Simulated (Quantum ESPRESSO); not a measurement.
Here is a Quantum ESPRESSO 7.5 calculation.

File pw.in:

```
&CONTROL
  calculation = 'scf'
  prefix = 'pwscf'
  outdir = './tmp'
  pseudo_dir = './pseudo'
  tprnfor = .true.
  tstress = .true.
  disk_io = 'low'
/
&SYSTEM
  ibrav = 0
  nat = 2
  ntyp = 1
  ecutwfc = 80
  nbnd = 44
  input_dft = 'XC-000I-000I-120L-135L-000I-000I'
  occupations = 'smearing'
  smearing = 'fd'
  degauss = 0.00367493
  noncolin = .true.
  lspinorb = .true.
/
&ELECTRONS
  conv_thr = 4d-10
  electron_maxstep = 120
  mixing_beta = 0.5
/
ATOMIC_SPECIES
Sb   121.7600 Sb.upf
CELL_PARAMETERS angstrom
   2.1542000000    1.2437279499    3.7580000000
  -2.1542000000    1.2437279499    3.7580000000
   0.0000000000   -2.4874558998    3.7580000000
ATOMIC_POSITIONS crystal
Sb     0.7665100000    0.7665100000    0.7665100000
Sb     0.2334900000    0.2334900000    0.2334900000
K_POINTS automatic
8 8 8 0 0 0
```

Contents of pp_density.in:

```
&INPUTPP
  prefix = 'pwscf'
  outdir = './tmp'
  filplot = 'density.dat'
  plot_num = 0
/
&PLOT
  nfile = 1
  filepp(1) = 'density.dat'
  iflag = 3
  output_format = 6
  fileout = 'density.cube'
/
```

Contents of pp_potential.in:

```
&INPUTPP
  prefix = 'pwscf'
  outdir = './tmp'
  filplot = 'potential.dat'
  plot_num = 11
/
&PLOT
  nfile = 1
  filepp(1) = 'potential.dat'
  iflag = 3
  output_format = 6
  fileout = 'potential.cube'
/
```

bands.in

```
&CONTROL
  calculation = 'bands'
  prefix = 'pwscf'
  outdir = './tmp'
  pseudo_dir = './pseudo'
  disk_io = 'low'
  verbosity = 'high'
/
&SYSTEM
  ibrav = 0
  nat = 2
  ntyp = 1
  ecutwfc = 80
  nbnd = 44
  input_dft = 'XC-000I-000I-120L-135L-000I-000I'
  occupations = 'smearing'
  smearing = 'fd'
  degauss = 0.00367493
  noncolin = .true.
  lspinorb = .true.
/
&ELECTRONS
  conv_thr = 1d-08
  electron_maxstep = 120
  mixing_beta = 0.5
  diago_full_acc = .true.
/
ATOMIC_SPECIES
Sb   121.7600 Sb.upf
CELL_PARAMETERS angstrom
   2.1542000000    1.2437279499    3.7580000000
  -2.1542000000    1.2437279499    3.7580000000
   0.0000000000   -2.4874558998    3.7580000000
ATOMIC_POSITIONS crystal
Sb     0.7665100000    0.7665100000    0.7665100000
Sb     0.2334900000    0.2334900000    0.2334900000
K_POINTS crystal
60
 0.0000000000  0.0000000000  0.0000000000 1
 0.0625000000  0.0000000000  0.0000000000 1
 0.1250000000  0.0000000000  0.0000000000 1
 0.1875000000  0.0000000000  0.0000000000 1
 0.2500000000  0.0000000000  0.0000000000 1
 0.3125000000  0.0000000000  0.0000000000 1
 0.3750000000  0.0000000000  0.0000000000 1
 0.4375000000  0.0000000000  0.0000000000 1
 0.5000000000  0.0000000000  0.0000000000 1
 0.5000000000  0.0399478940 -0.0399478940 1
 0.5000000000  0.0798957881 -0.0798957881 1
 0.5000000000  0.1198436821 -0.1198436821 1
 0.5000000000  0.1597915762 -0.1597915762 1
 0.5000000000  0.1997394702 -0.1997394702 1
 0.5000000000  0.2396873643 -0.2396873643 1
 0.7603126357  0.5000000000  0.2396873643 1
 0.7169271964  0.5000000000  0.2830728036 1
 0.6735417571  0.5000000000  0.3264582429 1
 0.6301563179  0.5000000000  0.3698436821 1
 0.5867708786  0.5000000000  0.4132291214 1
 0.5433854393  0.5000000000  0.4566145607 1
 0.5000000000  0.5000000000  0.5000000000 1
 0.4285714286  0.4285714286  0.4285714286 1
 0.3571428571  0.3571428571  0.3571428571 1
 0.2857142857  0.2857142857  0.2857142857 1
 0.2142857143  0.2142857143  0.2142857143 1
 0.1428571429  0.1428571429  0.1428571429 1
 0.0714285714  0.0714285714  0.0714285714 1
 0.0000000000  0.0000000000  0.0000000000 1
 0.0369843682  0.0000000000 -0.0369843682 1
 0.0739687364  0.0000000000 -0.0739687364 1
 0.1109531046  0.0000000000 -0.1109531046 1
 0.1479374729  0.0000000000 -0.1479374729 1
 0.1849218411  0.0000000000 -0.1849218411 1
 0.2219062093  0.0000000000 -0.2219062093 1
 0.2588905775  0.0000000000 -0.2588905775 1
 0.2958749457  0.0000000000 -0.2958749457 1
 0.3328593139  0.0000000000 -0.3328593139 1
 0.3698436821  0.0000000000 -0.3698436821 1
 0.6301563179  0.3698436821  0.0000000000 1
 0.5867708786  0.4132291214  0.0000000000 1
 0.5433854393  0.4566145607  0.0000000000 1
 0.5000000000  0.5000000000  0.0000000000 1
 0.5433854393  0.5433854393  0.0798957881 1
 0.5867708786  0.5867708786  0.1597915762 1
 0.6301563179  0.6301563179  0.2396873643 1
 0.6115625582  0.6115625582  0.2768748837 1
 0.5929687985  0.5929687985  0.3140624031 1
 0.5743750388  0.5743750388  0.3512499225 1
 0.5557812791  0.5557812791  0.3884374418 1
 0.5371875194  0.5371875194  0.4256249612 1
 0.5185937597  0.5185937597  0.4628124806 1
 0.5000000000  0.5000000000  0.5000000000 1
 0.5000000000  0.0000000000  0.0000000000 1
 0.5433854393  0.0616406137  0.0616406137 1
 0.5867708786  0.1232812274  0.1232812274 1
 0.6301563179  0.1849218411  0.1849218411 1
 0.6735417571  0.2465624548  0.2465624548 1
 0.7169271964  0.3082030685  0.3082030685 1
 0.7603126357  0.3698436821  0.3698436821 1
```

Potentials or basis: PseudoDojo 0.4 FR PBE standard.

Command:

```sh
$ OMP_NUM_THREADS=1 pw.x -in pw.in > pw.out
$ OMP_NUM_THREADS=1 pp.x -in pp_density.in > pp_density.out
$ OMP_NUM_THREADS=1 pp.x -in pp_potential.in > pp_potential.out
$ OMP_NUM_THREADS=1 pw.x -in bands.in > bands.out
```

(1) What does it give for the pressure?

(2) Predict the band gap on the k mesh.

Results:

(1) 0.2 GPa.

(2) none (metal or under the smearing width).

Caveat: the potentials were made for another functional, which shifts forces and pressure.
